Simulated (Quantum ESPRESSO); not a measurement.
Runs of Quantum ESPRESSO 7.5 on CuO. It takes space group P-6m2 (No. 187, hexagonal). The conventional cell has a = 2.836 Å, b = 2.836 Å, c = 2.768 Å, α = 90.00°, β = 90.00°, γ = 120.00°. Cu (site symmetry -6m2) is surrounded by 6 O at 2.14 Å. Around O (site symmetry -6m2) lie 6 Cu at 2.14 Å. Measurements of this composition are mostly on another form, of space group No. 15.

```csv
task,level,potentials or basis,cell,cutoff (eV),form of the LDA correlation,most ionic steps,forc conv thr,etot conv thr,ion dynamics,gap on the mesh (eV),pressure (GPa),V0 of scaled cells (Å³/atom),B0 (GPa)
equation of state,PBEsol,GBRV 1.5 PBEsol,as given,762,-,-,-,-,-,-,-,(a),(b)
band structure,PBEsol,GBRV 1.5 PBEsol,as given,762,-,-,-,-,-,none,-9.0,-,-
single point,PBE,SSSP 1.3 efficiency PBE,as given,748,-,-,-,-,-,none,-1.0,-,-
relaxation of cell and atoms,LDA,GBRV 1.5 LDA,relaxed to 0.3 kbar,762,PZ81,40,0.0004 Ry/bohr,1e-05 Ry,bfgs,none,-0.3,-,-
single point,PBE,SSSP 1.3 efficiency PBE,"atoms moved at random, drawn with an rms of 0.05 Å",748,-,-,-,-,-,none,0.0,-,-
relaxation of cell and atoms,PBEsol,GBRV 1.5 PBEsol,relaxed to 0.3 kbar,762,-,40,0.0004 Ry/bohr,1e-05 Ry,bfgs,none,-0.2,-,-
equation of state,PBE,SSSP 1.3 efficiency PBE,as given,748,-,-,-,-,-,-,-,9.62,170
```

Alike in all rows: no spin polarisation; k mesh 11 × 11 × 10; smearing fermi-dirac 0.05 eV.

Question: Estimate the missing entries.

Answer: (a) 9.19; (b) 198.

Caveats: the run has no spin polarisation, though such a crystal can be magnetic; an odd number of electrons without spin polarisation forces a metal (some runs); a magnetic or distorted state may lie lower (some runs); semilocal functionals often make such compounds metallic where correlation or magnetic order opens a gap, which also shifts bond lengths (some runs); the cell was scaled at fixed shape and fractional positions, which overstates the stiffness of a crystal with free parameters, most of all of layers and chains (some runs).

A gap of «none» marks a metal or a gap under the smearing width.

The runs don't all hold the same shells in valence.
